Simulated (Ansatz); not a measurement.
**SiO2 under changes of volume**

One of the cells (14.956 Å³/atom); the others are scaled copies at fixed shape and fractional positions:

```
CELL_PARAMETERS angstrom
-2.47729 2.47729 3.65567
2.47729 -2.47729 3.65567
2.47729 2.47729 -3.65567
ATOMIC_POSITIONS crystal
Si 0.75000 0.25000 0.50000
Si 0.00000 0.00000 0.00000
O 0.87500 0.02821 0.65321
O 0.77821 0.12500 0.15321
O 0.97179 0.62500 0.84679
O 0.37500 0.22179 0.34679
```

The cell comes from a database or a generator and needn't be the stable form of this composition.

```yaml
Program: Ansatz 0.2.0
Functional: PBE
Potentials_or_basis: Ansatz PAW
Cutoff: "420 eV (not typed: the program's choice for these potentials)"
k_mesh: 8 × 8 × 8
Occupations: fermi-dirac, width 0.05 eV
Spin: no spin polarisation
```

| volume (Å³/atom) | energy over the lowest point (meV/atom) | pressure (GPa) | gap on the mesh (eV) | largest force (eV/Å) |
| --- | --- | --- | --- | --- |
| 14.059 | ? | ? | ? | ? |
| 14.358 | 35.46 | 12.0 | 6.14 | 0.754 |
| 14.657 | 16.82 | 8.0 | 6.03 | 0.502 |
| 14.956 | 5.20 | 4.4 | 5.92 | 0.271 |
| 15.256 | 0.00 | 1.2 | 5.81 | 0.057 |
| 15.555 | 0.61 | -1.8 | 5.69 | 0.140 |
| 15.854 | 6.46 | -4.4 | 5.56 | 0.321 |

Problem. What does the run at 14.059 Å³/atom give?

Solution. Energy over the lowest point 61.94 meV/atom; pressure 16.4 GPa; gap on the mesh 6.24 eV; largest force 1.027 eV/Å.

Worked out: A Birch-Murnaghan fit of order 3 (a polynomial in V^(-2/3)) to the other rows has its minimum at 15.37 Å³/atom with B0 = V·E''(V) = 153 GPa and B' = 4.0 at fixed shape and positions, which overstates the stiffness. It gives 61.91 meV/atom at 14.059 Å³/atom, against the run's 61.94, and -dE/dV = 16.4 GPa, against 16.4. A parabola through the other rows of the gap, of slope -4.51 eV per unit of ln V (its deformation potential) there, extrapolates to 6.24 eV, against the run's 6.24.

Energies are extrapolated to zero smearing.

Caveats: forces of over 1 eV/Å show positions far from the minimum, so gaps and moduli don't describe the material at rest (some runs).

A mesh can miss the band edges.
